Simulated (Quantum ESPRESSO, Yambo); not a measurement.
# AgBr (Bromargyrite): G0W0 in Yambo against the screening cutoff

Aim: move the screening cutoff of a G0W0 run on AgBr (Bromargyrite) over a wide range.

Calculated with Yambo 5.3.0; PBE and many-body steps on it, plane waves.

## (1) Set-up

Symmetry: Fm-3m, No. 225, cubic system. Conventional cell: a = 5.774 Å, b = 5.774 Å, c = 5.774 Å, α = 90.00°, β = 90.00°, γ = 90.00°. Nearest to Ag lie 6 Br at 2.89 Å. Nearest to Br lie 6 Ag at 2.89 Å. Farther neighbours and most contacts between anions are not listed.

Structure file:

```xyz
2
Lattice="0.0000 2.8872 2.8872 2.8873 0.0000 2.8872 2.8873 2.8873 0.0000" Properties=species:S:1:pos:R:3 pbc="T T T"
Ag    0.0000    0.0000    0.0000
Br    2.8873    2.8873    2.8873
```

The cell and positions come from the Crystallography Open Database and are kept as given unless a step says otherwise.

## (2) 3.25 Ha

This step: Yambo 5.3.0; G0W0 on PBE, plane waves, norm-conserving pseudopotentials.

G0W0 replaces the xc potential by the self-energy, built once from these orbitals. Only a window of levels is corrected, while the sums run over the empty bands that the input names.

gw7.in reads:

```
HF_and_locXC
gw0
dyson
ppa
em1d
rim_cut
RandQpts= 1000000
RandGvec= 1 RL
EXXRLvcs= 76 Ry
VXCRLvcs= 304 Ry
Chimod= "HARTREE"
% BndsRnXp
 1 | 161 |
%
NGsBlkXp= 6.5 Ry
% LongDrXp
 1 | 1 | 1 |
%
% GbndRnge
 1 | 161 |
%
DysSolver= "n"
ExtendOut
PPAPntXp= 27.21138 eV
% QPkrange
 3 | 3 | 17 | 20 |
 1 | 1 | 17 | 20 |
%
```

Run with:

```sh
OMP_NUM_THREADS=1 mpirun -n 4 yambo -F gw7.in -J gw7 -C gw7 > gw7.log
```

The program printed:

```text
 Yambo, version 5.3.0

 [02] CORE Variables Setup
 =========================

  [... cell, symmetries and grids as in the set-up ...]

  [02.05] Energies & Occupations
  ==============================

  [X] === General ===
  [X] Electronic Temperature                        :  0.000000  0.000000 [eV K]
  [X] Bosonic    Temperature                        :  0.000000  0.000000 [eV K]
  [X] Finite Temperature mode                       : no
  [X] El. density                                   :  0.74786E+24 [cm-3]
  [X] Fermi Level                                   :  9.392987 [eV]

  [X] === Gaps and Widths ===
  [X] Conduction Band Min                           :  0.676466 [eV]
  [X] Valence Band Max                              :  0.000000 [eV]
  [X] Filled Bands                                  :  18
  [X] Empty Bands                                   :    19   585
  [X] Direct Gap                                    :  2.544364 [eV]
  [X] Direct Gap localized at k                     :  1
  [X] Indirect Gap                                  :  0.676466 [eV]
  [X] Indirect Gap between kpts                     :  3  1
  [X] Last valence band width                       :  2.238986 [eV]
  [X] 1st conduction band width                     :  4.251732 [eV]

 [03] Transferred momenta grid and indexing
 ==========================================

 IBZ Q-points                                      :   8
 BZ  Q-points                                      :   64

 K/Q-points units:
 rlu = crystal or reduced units; cc = cartesian coordinates; iku = interal k-units

 Q [1]          [rlu]:  0.000000  0.000000  0.000000
 Q [2]          [rlu]:  0.87369E-17  0.87369E-17  0.25000
 Q [3]          [rlu]: -0.17474E-16 -0.17474E-16 -0.50000
 Q [4]          [rlu]:  0.37208E-17  0.25000      0.25000
 Q [5]          [rlu]:  0.80005E-17  0.25000      0.50000
 Q [6]          [rlu]: -0.17474E-16  0.25000     -0.25000
 Q [7]          [rlu]: -0.74416E-17 -0.50000     -0.50000
 Q [8]          [rlu]:  0.250000 -0.500000 -0.250000

 [04] Coloumb potential Random Integration (RIM)
 ===============================================

  [04.01] RIM initialization
  ==========================

  * Diagonal components only detected *

  8 x (sBL volume)        :  0.095449 [a.u.]
  sBZ random points       :  1000000
  Points outside the sBZ  :   7968281
  RL volume               :  0.763589 [a.u.]
  Integrated volume       :  0.766629 [a.u.]

  [04.02] RIM integrals
  =====================

  Gamma point sphere radius             :  0.082897 [a.u.]
  Points outside the sphere             :   800476
  [Int_sBZ(q=0) 1/q^2]*(Vol_sBZ)^(-1/3) =:  7.776341
                                 should be <:  7.795600

  Summary of Coulomb integrals for non-metallic bands |Q|[au] RIM/Bare

  Q [1] 0.100000E-4 0.997530 * Q [2] 0.249326 1.068862
  Q [4] 0.287897 1.068048 * Q [6] 0.407147 1.029920
  Q [5] 0.477423 1.023247 * Q [3] 0.498652 1.020326
  Q [7] 0.575793 1.016898 * Q [8] 0.643756 1.013869

 [WARNING] [Xp] User bands 1-161 break level degeneracy

 [05] Dipoles
 ============

  [05.01] Setup: observables and procedures
  =========================================

 [06] Dynamic Dielectric Matrix (PPA)
 ====================================

 [WR./gw7//ndb.pp]---------------------------------------------------------------
  Brillouin Zone Q/K grids (IBZ/BZ)                :    8   64    8   64
  RL vectors                                       :   4477 [WF]
  Coulomb cutoff potential                         : none
  Electronic Temperature                           :  0.000000 [K]
  Bosonic    Temperature                           :  0.000000 [K]
  PPA    diel. fun.  energies                      : Perdew, Burke & Ernzerhof(X)+Perdew, Burke & Ernzerhof(C)
  wavefunctions                                    : Perdew, Burke & Ernzerhof(X)+Perdew, Burke & Ernzerhof(C)
  Global Gauge                                     : length
  X matrix size                                    :   89
  X band range                                     :    1  161
  X e/h energy range                               : -1.000000 -1.000000 [eV]
  X Time ordering                                  : R
  X Hxc Kernel                                     : HARTREE
  X Drude frequency                                :  0.000000  0.000000
  X poles                                          :  100.0000 [o/o]
  RL vectors in the sum                            :   4477
  [r,Vnl] included                                 : yes
  Field direction                                  :  0.577350E-5  0.577350E-5  0.577350E-5
  BZ energy Double Grid                            : no
  BZ energy DbGd points                            : 0
  BZ Q point size factor                           : -1.000000
  X Optical Averaged directions                    : none

 [07] Local Exchange-Correlation + Non-Local Fock
 ================================================

 [VXC] Plane waves :  29123
 [EXS] Plane waves :   3719

 QP @ state[ 1 ] K range:  1  1
 QP @ state[ 1 ] b range:  17  20
 QP @ state[ 2 ] K range:  3  3
 QP @ state[ 2 ] b range:  17  20

 [xc] Functional : Perdew, Burke & Ernzerhof(X)+Perdew, Burke & Ernzerhof(C)
 [xc] LIBXC used to calculate xc functional
  PP Number of Atomic Species                      :  2
  NLCC RL compoments                               :  29123
  PP Number of Atomic Species                      :  2
  NLCC RL compoments                               :  29123

 [xc] E_xc :  -26.50061 [Ha]
      E_xc :  -53.00121 [Ry]

  Local XC kind (lXC) : Perdew, Burke & Ernzerhof(X)+Perdew, Burke & Ernzerhof(C)
  Non-Local XC kind (nlXC) : Hartree-Fock

  Corrections @ K [1] :  [eV]
 <17|nlXC|17> = -19.83227 -0.88458E-17 <17|lXC|17> = -14.89958 -0.14161E-15
 <18|nlXC|18> = -19.83232  0.99113E-17 <18|lXC|18> = -14.89958  0.94408E-16
 <19|nlXC|19> = -7.859712  0.38872E-18 <19|lXC|19> = -11.58100 -0.18882E-15
 <20|nlXC|20> = -6.472125 -0.32155E-18 <20|lXC|20> = -11.58770  0.18882E-15

  Corrections @ K [3] :  [eV]
 <17|nlXC|17> = -26.10638  0.12862E-17 <17|lXC|17> = -20.90963  0.11801E-15
 <18|nlXC|18> = -26.10637  0.84649E-17 <18|lXC|18> = -20.90963  0.70806E-16
 <19|nlXC|19> = -5.384865  0.23173E-18 <19|lXC|19> = -9.309768 -0.14161E-15
 <20|nlXC|20> = -9.471655 -0.54129E-18 <20|lXC|20> = -14.51292  0.82607E-16

 [08] Dyson equation: Newton solver
 ==================================

  [08.01] G0W0 (W PPA)
  ====================

  [  GW  ] Bands range     :    1  161
  [GW/PPA] G damping       :  0.100000 [eV]

  QP @ state[ 1 ] K range:  1  1
  QP @ state[ 1 ] b range:  17  20
  QP @ state[ 2 ] K range:  3  3
  QP @ state[ 2 ] b range:  17  20

   Sc/G bands                                       :    1  161
   Sc/G damping                                     :  0.100000 ev
   Sc bands terminator                              : no
   Sx RL components                                 :   3719

   QP @ state[ 1 ] K range                          :  1  1
   QP @ state[ 1 ] b range                          :  17  20
   QP @ state[ 2 ] K range                          :  3  3
   QP @ state[ 2 ] b range                          :  17  20
   GF energies kind                                 : Perdew, Burke & Ernzerhof(X)+Perdew, Burke & Ernzerhof(C)
   GF WF`s kind                                     : Perdew, Burke & Ernzerhof(X)+Perdew, Burke & Ernzerhof(C)
   Xs energies kind                                 : Perdew, Burke & Ernzerhof(X)+Perdew, Burke & Ernzerhof(C)
   Xs WF`s kind                                     : Perdew, Burke & Ernzerhof(X)+Perdew, Burke & Ernzerhof(C)

 [11] Game Over & Game summary
```

The job ended after 63 s (4 MPI ranks of Arm Neoverse V2, shared host; peak memory 1.7 GiB).

This step gave:

- G0W0 gap on the points computed: 2.015 eV
- starting gap on the mesh: 0.6765 eV
- k of the valence top: 0, 0, -0.5
- k of the conduction bottom: 0, 0, 0
- least direct G0W0 gap on the computed points: 4.343 eV
- Z at the valence top: 0.8055
- Z at the conduction bottom: 0.8285

The gap on the mesh goes from 0.68 eV to 2.02 eV, a correction of +1.34 eV.

## (3) 5.25 Ha

gw8.in, as its differences from gw7.in of step 2:

```diff
@@ -14,3 +14,3 @@
 %
-NGsBlkXp= 6.5 Ry
+NGsBlkXp= 10.5 Ry
 % LongDrXp
```

Run with:

```sh
OMP_NUM_THREADS=1 mpirun -n 4 yambo -F gw8.in -J gw8 -C gw8 > gw8.log
```

The program printed:

```text
 Yambo, version 5.3.0

 [02] CORE Variables Setup
 =========================

  [... cell, symmetries and grids as in the set-up ...]

  [02.05] Energies & Occupations
  ==============================

  [X] === General ===
  [X] Electronic Temperature                        :  0.000000  0.000000 [eV K]
  [X] Bosonic    Temperature                        :  0.000000  0.000000 [eV K]
  [X] Finite Temperature mode                       : no
  [X] El. density                                   :  0.74786E+24 [cm-3]
  [X] Fermi Level                                   :  9.392987 [eV]

  [X] === Gaps and Widths ===
  [X] Conduction Band Min                           :  0.676466 [eV]
  [X] Valence Band Max                              :  0.000000 [eV]
  [X] Filled Bands                                  :  18
  [X] Empty Bands                                   :    19   585
  [X] Direct Gap                                    :  2.544364 [eV]
  [X] Direct Gap localized at k                     :  1
  [X] Indirect Gap                                  :  0.676466 [eV]
  [X] Indirect Gap between kpts                     :  3  1
  [X] Last valence band width                       :  2.238986 [eV]
  [X] 1st conduction band width                     :  4.251732 [eV]

 [03] Transferred momenta grid and indexing
 ==========================================

 IBZ Q-points                                      :   8
 BZ  Q-points                                      :   64

 K/Q-points units:
 rlu = crystal or reduced units; cc = cartesian coordinates; iku = interal k-units

 Q [1]          [rlu]:  0.000000  0.000000  0.000000
 Q [2]          [rlu]:  0.87369E-17  0.87369E-17  0.25000
 Q [3]          [rlu]: -0.17474E-16 -0.17474E-16 -0.50000
[...]
NLCC RL compoments                               :  29123
  PP Number of Atomic Species                      :  2
  NLCC RL compoments                               :  29123

 [xc] E_xc :  -26.50061 [Ha]
      E_xc :  -53.00121 [Ry]

  Local XC kind (lXC) : Perdew, Burke & Ernzerhof(X)+Perdew, Burke & Ernzerhof(C)
  Non-Local XC kind (nlXC) : Hartree-Fock

  Corrections @ K [1] :  [eV]
 <17|nlXC|17> = -19.83227 -0.88458E-17 <17|lXC|17> = -14.89958 -0.14161E-15
 <18|nlXC|18> = -19.83232  0.99113E-17 <18|lXC|18> = -14.89958  0.94408E-16
 <19|nlXC|19> = -7.859712  0.38872E-18 <19|lXC|19> = -11.58100 -0.18882E-15
[...]
Corrections @ K [3] :  [eV]
[...]
<19|nlXC|19> = -5.384865  0.23173E-18 <19|lXC|19> = -9.309768 -0.14161E-15
 <20|nlXC|20> = -9.471655 -0.54129E-18 <20|lXC|20> = -14.51292  0.82607E-16

 [08] Dyson equation: Newton solver
 ==================================

  [08.01] G0W0 (W PPA)
  ====================

  [  GW  ] Bands range     :    1  161
  [GW/PPA] G damping       :  0.100000 [eV]

  QP @ state[ 1 ] K range:  1  1
  QP @ state[ 1 ] b range:  17  20
  QP @ state[ 2 ] K range:  3  3
  QP @ state[ 2 ] b range:  17  20

   Sc/G bands                                       :    1  161
   Sc/G damping                                     :  0.100000 ev
   Sc bands terminator                              : no
   Sx RL components                                 :   3719

   QP @ state[ 1 ] K range                          :  1  1
   QP @ state[ 1 ] b range                          :  17  20
   QP @ state[ 2 ] K range                          :  3  3
   QP @ state[ 2 ] b range                          :  17  20
   GF energies kind                                 : Perdew, Burke & Ernzerhof(X)+Perdew, Burke & Ernzerhof(C)
   GF WF`s kind                                     : Perdew, Burke & Ernzerhof(X)+Perdew, Burke & Ernzerhof(C)
   Xs energies kind                                 : Perdew, Burke & Ernzerhof(X)+Perdew, Burke & Ernzerhof(C)
   Xs WF`s kind                                     : Perdew, Burke & Ernzerhof(X)+Perdew, Burke & Ernzerhof(C)

 [11] Game Over & Game summary
```

Elapsed: 88 s, on 4 MPI ranks; peak memory 1.7 GiB; 5.7 min of CPU time.

Numbers from this step:

| Quantity | Value |
| --- | --- |
| G0W0 gap on the points computed | 2.046 eV |
| starting gap on the mesh | 0.6765 eV |
| k of the valence top | 0, 0, -0.5 |
| k of the conduction bottom | 0, 0, 0 |
| least direct G0W0 gap on the computed points | 4.411 eV |
| Z at the valence top | 0.8024 |
| Z at the conduction bottom | 0.8280 |

Against the run before, the gap moves by +0.031 eV.

## (4) 10.5 Ha

gw9.in, as its differences from gw8.in of step 3:

```diff
@@ -14,3 +14,3 @@
 %
-NGsBlkXp= 10.5 Ry
+NGsBlkXp= 21 Ry
 % LongDrXp
```

Run with:

```sh
OMP_NUM_THREADS=1 mpirun -n 4 yambo -F gw9.in -J gw9 -C gw9 > gw9.log
```

The program printed:

```text
 Yambo, version 5.3.0

 [02] CORE Variables Setup
 =========================

  [... cell, symmetries and grids as in the set-up ...]

  [02.05] Energies & Occupations
  ==============================

  [X] === General ===
  [X] Electronic Temperature                        :  0.000000  0.000000 [eV K]
  [X] Bosonic    Temperature                        :  0.000000  0.000000 [eV K]
  [X] Finite Temperature mode                       : no
  [X] El. density                                   :  0.74786E+24 [cm-3]
[...]
QP @ state[ 1 ] b range                          :  17  20
   QP @ state[ 2 ] K range                          :  3  3
   QP @ state[ 2 ] b range                          :  17  20
   GF energies kind                                 : Perdew, Burke & Ernzerhof(X)+Perdew, Burke & Ernzerhof(C)
   GF WF`s kind                                     : Perdew, Burke & Ernzerhof(X)+Perdew, Burke & Ernzerhof(C)
   Xs energies kind                                 : Perdew, Burke & Ernzerhof(X)+Perdew, Burke & Ernzerhof(C)
   Xs WF`s kind                                     : Perdew, Burke & Ernzerhof(X)+Perdew, Burke & Ernzerhof(C)

 [11] Game Over & Game summary
```

It took 5.8 min on 4 MPI ranks; peak memory 1.7 GiB; 23 min of CPU time.

This step gave:

```
G0W0 gap on the points computed              : 2.084 eV
starting gap on the mesh                     : 0.6765 eV
k of the valence top                         : 0, 0, -0.5
k of the conduction bottom                   : 0, 0, 0
least direct G0W0 gap on the computed points : 4.478 eV
```

Against the run before, the gap moves by +0.038 eV.

## (5) 13 Ha

gw10.in, as its differences from gw9.in of step 4:

```diff
@@ -14,3 +14,3 @@
 %
-NGsBlkXp= 21 Ry
+NGsBlkXp= 26 Ry
 % LongDrXp
```

Run with:

```sh
OMP_NUM_THREADS=1 mpirun -n 4 yambo -F gw10.in -J gw10 -C gw10 > gw10.log
```

The program printed:

```text
 Yambo, version 5.3.0

 [02] CORE Variables Setup
 =========================

  [... cell, symmetries and grids as in the set-up ...]

  [02.05] Energies & Occupations
  ==============================

  [X] === General ===
  [X] Electronic Temperature                        :  0.000000  0.000000 [eV K]
  [X] Bosonic    Temperature                        :  0.000000  0.000000 [eV K]
  [X] Finite Temperature mode                       : no
  [X] El. density                                   :  0.74786E+24 [cm-3]
[...]
QP @ state[ 1 ] b range                          :  17  20
   QP @ state[ 2 ] K range                          :  3  3
   QP @ state[ 2 ] b range                          :  17  20
   GF energies kind                                 : Perdew, Burke & Ernzerhof(X)+Perdew, Burke & Ernzerhof(C)
   GF WF`s kind                                     : Perdew, Burke & Ernzerhof(X)+Perdew, Burke & Ernzerhof(C)
   Xs energies kind                                 : Perdew, Burke & Ernzerhof(X)+Perdew, Burke & Ernzerhof(C)
   Xs WF`s kind                                     : Perdew, Burke & Ernzerhof(X)+Perdew, Burke & Ernzerhof(C)

 [11] Game Over & Game summary
```

It took 11 min on 4 MPI ranks; peak memory 1.7 GiB; 43 min of CPU time.

This step gave:

```yaml
g0w0_gap_on_the_points_computed: 2.093 eV
starting_gap_on_the_mesh: 0.6765 eV
k_of_the_valence_top: 0, 0, -0.5
k_of_the_conduction_bottom: 0, 0, 0
least_direct_g0w0_gap_on_the_computed_points: 4.489 eV
```

Against the run before, the gap moves by +0.009 eV.

## (6) 16.25 Ha

gw11.in, as its differences from gw10.in of step 5:

```diff
@@ -14,3 +14,3 @@
 %
-NGsBlkXp= 26 Ry
+NGsBlkXp= 32.5 Ry
 % LongDrXp
```

Run with:

```sh
OMP_NUM_THREADS=1 mpirun -n 4 yambo -F gw11.in -J gw11 -C gw11 > gw11.log
```

The program printed:

```text
 Yambo, version 5.3.0

 [02] CORE Variables Setup
 =========================

  [... cell, symmetries and grids as in the set-up ...]

  [02.05] Energies & Occupations
  ==============================

  [X] === General ===
  [X] Electronic Temperature                        :  0.000000  0.000000 [eV K]
  [X] Bosonic    Temperature                        :  0.000000  0.000000 [eV K]
  [X] Finite Temperature mode                       : no
  [X] El. density                                   :  0.74786E+24 [cm-3]
[...]
QP @ state[ 1 ] b range                          :  17  20
   QP @ state[ 2 ] K range                          :  3  3
   QP @ state[ 2 ] b range                          :  17  20
   GF energies kind                                 : Perdew, Burke & Ernzerhof(X)+Perdew, Burke & Ernzerhof(C)
   GF WF`s kind                                     : Perdew, Burke & Ernzerhof(X)+Perdew, Burke & Ernzerhof(C)
   Xs energies kind                                 : Perdew, Burke & Ernzerhof(X)+Perdew, Burke & Ernzerhof(C)
   Xs WF`s kind                                     : Perdew, Burke & Ernzerhof(X)+Perdew, Burke & Ernzerhof(C)

 [11] Game Over & Game summary
```

Wall time 19 min (4 MPI ranks); peak memory 1.9 GiB.

This step gave:

* G0W0 gap on the points computed: 2.098 eV
* starting gap on the mesh: 0.6765 eV
* k of the valence top: 0, 0, -0.5
* k of the conduction bottom: 0, 0, 0
* least direct G0W0 gap on the computed points: 4.495 eV

Against the run before, the gap moves by +0.005 eV.

## (7) Side by side

Times are wall times on 4 MPI ranks of Arm Neoverse V2, shared host, good to a factor of about two.

```tsv
run	mesh	bands	screening cutoff (eV)	DFT gap (eV)	gap on the mesh (eV)	direct (eV)	time
3.25 Ha	4×4×4	161	88.4	0.676	2.015	4.343	63 s
5.25 Ha	4×4×4	161	142.9	0.676	2.046	4.411	88 s
10.5 Ha	4×4×4	161	285.7	0.676	2.084	4.478	5.8 min
13 Ha	4×4×4	161	353.7	0.676	2.093	4.489	11 min
16.25 Ha	4×4×4	161	442.2	0.676	2.098	4.495	19 min
```

## (8) Summary of results

```json
{
 "3.25 Ha": "2.015 eV",
 "5.25 Ha": "2.046 eV",
 "10.5 Ha": "2.084 eV",
 "13 Ha": "2.093 eV",
 "16.25 Ha": "2.098 eV",
 "known limits": "not at the basis limit; d shell near the gap, gap tends to lie low; no spin-orbit coupling; coarse k mesh"
}
```

**Reading.** The setting moved: screening cutoff. From 3.25 Ha to 16.25 Ha the gap moves by +0.08 eV, for 18 times the time. It holds to 0.03 eV from 10.5 Ha on. Bands and screening cutoff are coupled, so a series along one setting does not show full convergence. Bands and cutoff are finite, so the gap is not at the basis limit. The miss can reach some tenths of an eV and take either sign; the mesh is an error of its own. In the G0W0 runs levels were corrected at 2 k points alone, so a gap called «on the mesh» is the least over those, and an edge elsewhere would be missed. The 4×4×4 mesh is coarse for this cell, which bears on the long-range parts of exchange and screening. A d shell, filled or nearly so, lies near the gap. One-shot GW converges very slowly in bands there, not always from below, and on a semilocal start the gap tends to come out low; starts rich in exact exchange can overshoot instead. The many-body steps are scalar-relativistic: spin-orbit coupling is not in them.

[Paths, hosts, dates, memory and timing lines, banners, echoed tables and standing remarks are left out of the program output.]

[Logs are printed without paths, hosts, clocks, repeated set-up lines and the standing remarks that a program may print on its own settings, such as how far it seeks lower states.]

[Runs of the session that timed out or met a known fault of the program may be left out.]

[Hosts, paths, dates, database ids (printed as entryN), source tags and the programs' standing remarks are cut or masked in the printed files.]
